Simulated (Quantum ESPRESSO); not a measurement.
## NaI under changes of volume

One of the cells (33.899 Å³/atom); the others are scaled copies at fixed shape and fractional positions:

```
I Na
1.0
     0.00000    3.23640    3.23640
     3.23640    0.00000    3.23640
     3.23640    3.23640    0.00000
I Na
1 1
Direct
  0.50000 0.50000 0.50000
  0.00000 0.00000 0.00000
```

| Item | Value |
| --- | --- |
| Program | Quantum ESPRESSO 7.5 |
| Functional | LDA |
| Potentials or basis | PseudoDojo 0.4.1 SR LDA standard |
| Cutoff | 1197 eV |
| Density cutoff | 4789 eV |
| k mesh | 7 × 7 × 7 |
| Occupations | fermi-dirac, width 0.05 eV |
| Spin | no spin polarisation |

```csv
volume (Å³/atom),energy over the lowest point (meV/atom),pressure (GPa),gap on the mesh (eV)
31.865,0.00,-0.7,3.50
32.543,?,?,?
33.221,8.78,-1.3,3.38
33.899,15.06,-1.6,3.33
34.577,22.40,-1.8,3.28
35.255,30.66,-2.1,3.23
35.933,39.73,-2.2,3.19
```

Q: What does the run at 32.543 Å³/atom give?

A: Energy over the lowest point 3.71 meV/atom; pressure -1.0 GPa; gap on the mesh 3.44 eV.

Worked out: A Birch-Murnaghan fit of order 3 (a polynomial in V^(-2/3)) to the other rows has no minimum within the range. It gives 3.70 meV/atom at 32.543 Å³/atom, against the run's 3.71, and -dE/dV = -1.0 GPa, against -1.0. A straight line through the other rows of the gap, of slope -2.59 eV per unit of ln V (its deformation potential), gives 3.44 eV, against the run's 3.44.

Energies are extrapolated to zero smearing.

Caveats: spin-orbit coupling is left out, which moves the levels of the heavy elements.
